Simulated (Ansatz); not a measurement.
# Cu3N: input and output

input.yaml (Ansatz 0.2.0)

```yaml
crystal:
  lattice:
    - [3.858425, 0.0, 0.0]
    - [0.0, 3.858425, 0.0]
    - [0.0, 0.0, 3.858425]
  atoms:
    - { symbol: Cu, position: [0.5, 0.0, 0.0] }
    - { symbol: Cu, position: [0.0, 0.5, 0.0] }
    - { symbol: Cu, position: [0.0, 0.0, 0.5] }
    - { symbol: "N", position: [0.0, 0.0, 0.0] }
  symmetry: { tolerance: 0.0003 }
kpoints:
  mp_grid: { grid: [7, 7, 7], shift: [0, 0, 0] }
  band_path:
    path:
      - [0.0, 0.0, 0.0]
      - [0.0, 0.5, 0.0]
      - [0.5, 0.5, 0.0]
      - [0.0, 0.0, 0.0]
      - [0.5, 0.5, 0.5]
      - [0.0, 0.5, 0.0]
      - [0.5, 0.5, 0.5]
      - [0.5, 0.5, 0.0]
    npoints: 8
magnetization:
  spin_polarized: false
scf:
  occupations: { method: fermi_dirac }
  lower_state_search: "off"
  max_iter: 200
hamiltonian:
  pseudopotentials: { kind: paw }
  xc: r2scan
basis:
  ecutwfc: 500
  fft_grid_basis: typed
output:
  forces: true
  stress: true
  eigenvalues: true
  bader: true
  populations: true
  elf: true
  write_potential: true
  volumetric_format: npy
  dos:
    e_range: [-12, 8]
    de: 0.05
    projected: { site_lists: { Cu: [Cu], "N": ["N"] } }
checkpoint:
  read: saved_state
```

The saved state is an earlier solution for the same cell, perhaps on another mesh. 

Output (shortened):

```
Pseudopotentials: kind: paw
Pseudopotential: Cu, paw, valence charge 19, recommended cutoff 500 eV (meta_gga), Cu.paw.azcp
Pseudopotential: N, paw, valence charge 5, recommended cutoff 500 eV (meta_gga), N.paw.azcp
Functional definition: r2SCAN
  exchange = r2scan_x(k0 = k0, k1 = k1, a1 = a1)
  correlation = r2scan_c
Crystal: 4 atoms, lattice volume = 57.442 Å³
Basis set: ecut = 500 eV, 1419 PW (Γ), exchange–correlation on 120×120×120 points (64 copies of the dense FFT grid, shifted against one another)
Bands: 38, of which v1, the nominal top of the filled ones, is band 31 counted from 1 (30 counted from 0)
Symmetry: 48 space group operations
Space group: Pm-3m (ITA 221), of the structure as read, at distance tolerance 1.2e-3 Å
k-points: 20 of 343
Initial density: read from a saved state, or passed on in memory by an earlier SCF of this step, an earlier step, the calling program or the single point that the run made first
Functional: x = r2scan, c = r2scan; τ floored in thin density (d = 2e-4 eV/Å³)
SCF iter   1: F=-20277.5140 eV  Δρ=1.56e-3  dr2=4.29e-4  dr2_τ=6.56e-4
SCF iter   2: F=-20277.5144 eV  Δρ=8.26e-4  dr2=1.06e-4  dr2_τ=4.89e-5
SCF iter   3: F=-20277.5144 eV  Δρ=5.35e-4  dr2=4.81e-5  dr2_τ=1.45e-5
SCF iter   4: F=-20277.5144 eV  Δρ=1.62e-4  dr2=1.15e-5  dr2_τ=6.07e-7
SCF iter   5: F=-20277.5144 eV  Δρ=6.87e-5  dr2=1.85e-6  dr2_τ=2.37e-7
SCF iter   6: F=-20277.5144 eV  Δρ=2.08e-5  dr2=1.67e-7  dr2_τ=7.63e-9
SCF iter   7: F=-20277.5144 eV  Δρ=4.86e-6  dr2=1.65e-8  dr2_τ=6.56e-10
Free energy (F): -20277.5144 eV
Harris-Foulkes:  -20277.5144 eV  (|F-HF|=3.37e-8)
Internal energy: -20277.5136 eV  (E = F + TS)
E sigma→0 (E₀):  -20277.5140 eV
Entropy (-TS):   -0.0008 eV (-0.200 meV/atom)
Fermi energy:    10.8203 eV
--- Per-component energies (eV) ---
  E_band       = -1495.4248
  E_kinetic    = 1025.6902
  E_local      = -15655.5524  (includes V_loc(G=0)·N_el)
  E_nonlocal   = 1245.2142
  E_hartree    = 6910.7308
  E_xc         = -305.8887
  E_vxc        = -450.2087  (∫ρ·V_xc dr)
  E_paw        = -5174.1361  (= ΣΔE_a)
  E_vpaw       = -1512.8468  (= ΣTr[D̂ρ^β])
  E_aug_tail   = 0.0005  (compensation charges beyond the density's cutoff)
  E_vtau       = 30.8114  (kinetic-family band-sum trace: ∫τ·v_τ [+ j·A + Jᵃ·Aᵃ] dr)
  E_ewald      = -8322.6393
  E_core_change = -0.9329  (= ΣΔE_core)
  E_smearing   = -0.0008  (= −TS)
--- Stress (GPa, compression-positive) ---
       -6.3536       0.0000       0.0000
        0.0000      -6.3536       0.0000
        0.0000       0.0000      -6.3536
  P = ⅓ Tr σ = -6.3536 GPa (-63.536 kbar)
--- Löwdin populations: 4 sites ---
  site symbol       q [e]
     0     Cu     18.4906
     1     Cu     18.4906
     2     Cu     18.4906
     3      N      6.2280
  spilling = 0.0048 (of n_electrons = 62.0000)
--- Bader charges: 4 sites ---
  site symbol  charge [e]  shift [e]
     0     Cu      0.4628     0.0046
     1     Cu      0.4628     0.0046
     2     Cu      0.4628     0.0046
     3      N     -1.3885     0.0138
```

Total energies depend on the potentials used, so only differences within one code and one set of settings carry meaning.

Origin: a database entry at a rescaled volume.
